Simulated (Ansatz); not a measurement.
# Mg2Sn: the cost of one run

Method: DFT PBE, scalar-relativistic, plane waves, PAW, in Ansatz 0.2.0.

1 further run of the same task is left out (set aside as unsound or not needed).

## 1. The system as given

The structure is cubic, space group Fm-3m (No. 225). The conventional cell has a = 6.817 Å, b = 6.817 Å, c = 6.817 Å, α = 90.00°, β = 90.00°, γ = 90.00°. Around Mg (site symmetry -43m) lie 4 Sn at 2.95 Å. Around Sn (site symmetry m-3m) lie 8 Mg at 2.95 Å.

Structure file:

```cif
data_structure
_symmetry_space_group_name_H-M 'P 1'
_symmetry_Int_Tables_number 1
_cell_length_a 4.8202
_cell_length_b 4.8202
_cell_length_c 4.8202
_cell_angle_alpha 60.000
_cell_angle_beta 60.000
_cell_angle_gamma 60.000
_cell_volume 79.19
loop_
_atom_site_label
_atom_site_type_symbol
_atom_site_fract_x
_atom_site_fract_y
_atom_site_fract_z
_atom_site_occupancy
Mg1 Mg 0.25000 0.25000 0.25000 1
Mg2 Mg 0.75000 0.75000 0.75000 1
Sn1 Sn 0.00000 0.00000 0.00000 1
```

This cell was relaxed beforehand with the same method: volume 26.40 Å³/atom, gap on the mesh none (metal).

## 2. Tight relaxation for the response runs, with the smearing for a metal

Response runs need a geometry at rest under their own mesh and occupations; hence this stricter relaxation.

Input file input.yaml:

```yaml
crystal:
  lattice:
    - [0.0, 3.4084018734, 3.4084018734]
    - [3.4084018734, 0.0, 3.4084018734]
    - [3.4084018734, 3.4084018734, 0.0]
  atoms:
    - { symbol: Mg, position: [0.25, 0.25, 0.25] }
    - { symbol: Mg, position: [0.75, 0.75, 0.75] }
    - { symbol: Sn, position: [0.0, 0.0, 0.0] }
basis:
  ecutwfc: 420
kpoints:
  mp_grid: { grid: [12, 12, 12] }
hamiltonian:
  xc: pbe
scf:
  occupations: { method: fermi_dirac, width: 0.15 }
output:
  forces: true
  stress: true
  eigenvalues: true
  write_density: true
  write_potential: true
  elf: true
  volumetric_format: npy
relax:
  adjacent_minimum: "off"
  f_tol: 0.001
  max_steps: 60
  cell: { stress_tol: 0.01 }
```

Started as:

```console
$ ansatz run input.yaml --threads 2 --pin off --max-ram 5120MiB --backend cpu --events-out ev --progress --plain --runs-dir out
```

What time and memory should one allow on 2 threads of AMD EPYC 9R45 (Zen 5), shared host?

About 4.3 s, with a peak of 0.47 GiB.
